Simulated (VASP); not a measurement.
Li15O8 (a cell with a defect): single point with PBE

Li15O8 (a cell with a defect):

```
Li O
1.0
     0.00000    4.62605    4.62605
     4.62605    0.00000    4.62605
     4.62605    4.62605    0.00000
Li O
15 8
Direct
  0.31964 0.31964 0.93036
  0.12375 0.12375 0.62625
  0.12539 0.62825 0.11818
  0.12539 0.62825 0.62818
  0.62825 0.12539 0.11818
  0.62825 0.12539 0.62818
  0.62615 0.62615 0.12385
  0.61682 0.61682 0.63318
  0.37507 0.37507 0.37493
  0.35865 0.89006 0.35848
  0.35865 0.89006 0.89281
  0.89006 0.35865 0.35848
  0.89006 0.35865 0.89281
  0.89558 0.89558 0.35442
  0.87538 0.87538 0.87462
  0.51682 0.98806 0.99756
  0.49888 0.00413 0.49849
  0.49781 0.49781 0.00767
  0.49781 0.49781 0.49672
  0.99637 0.99637 0.99225
  0.99637 0.99637 0.51501
  0.98806 0.51682 0.99756
  0.00413 0.49888 0.49849
```

- Program: VASP 6.6.1
- Task: single point
- Functional: PBE
- Potentials or basis: VASP PAW PBE potentials, release 64 (Li_sv, O)
- Cutoff: 520 eV
- k mesh: 2 × 2 × 2
- Occupations: gaussian, width 0.02 eV
- Spin: no spin polarisation

| Property | Result |
| --- | --- |
| Largest force | 0.379 eV/Å |
| Band gap on the k mesh | 4.93 eV, direct |

Forces in eV/Å, atoms in the order of the input:
```
Li   0.000  0.000  0.379
Li   0.000  0.000 -0.018
Li   0.036  0.005 -0.029
Li  -0.005 -0.036 -0.029
Li   0.005  0.036 -0.029
Li  -0.036 -0.005 -0.029
Li   0.000  0.000 -0.006
Li   0.000  0.000  0.026
Li   0.000  0.000 -0.023
Li   0.008 -0.039  0.001
Li   0.039 -0.008  0.001
Li  -0.039  0.008  0.001
Li  -0.008  0.039  0.001
Li   0.000  0.000 -0.016
Li   0.000  0.000 -0.035
O    0.014 -0.014 -0.014
O    0.003 -0.003 -0.015
O   -0.027 -0.027 -0.037
O    0.027  0.027 -0.037
O    0.004  0.004 -0.035
O   -0.004 -0.004 -0.035
O   -0.014  0.014 -0.014
O   -0.003  0.003 -0.015
```

Levels at points of the mesh, in eV from the valence-band top:
```tsv
k point	band 43	band 44	band 45	band 46	band 47	band 48	band 49	band 50	band 51	band 52
(0.00, 0.00, 0.00)	-0.37	-0.31	-0.06	-0.01	0.00	4.93	4.99	5.06	5.09	8.28
(0.50, 0.00, 0.00)	-0.75	-0.27	-0.24	-0.17	-0.15	6.30	6.47	6.51	6.71	6.77
(0.00, 0.00, 0.50)	-0.76	-0.35	-0.24	-0.20	-0.17	6.29	6.43	6.54	6.76	6.76
(0.50, 0.50, 0.00)	-0.59	-0.54	-0.46	-0.44	-0.31	5.94	6.06	6.90	7.16	7.50
(0.00, 0.50, 0.50)	-0.56	-0.52	-0.41	-0.39	-0.34	5.89	6.02	7.03	7.14	7.56
```

Run time: 2.7 min on 1 thread of Intel(R) Xeon(R) Platinum 8259CL CPU @ 2.50GHz (Skylake/Cascade Lake) (shared host), peak memory 0.34 GiB.

Caveat: the k mesh is coarse (spacing up to 0.59 Å⁻¹), so the values aren't converged; the cell carries a net charge on a neutralising background, which shifts energy and pressure; the cell is charged against a uniform background, so pressure and absolute levels hang on convention.
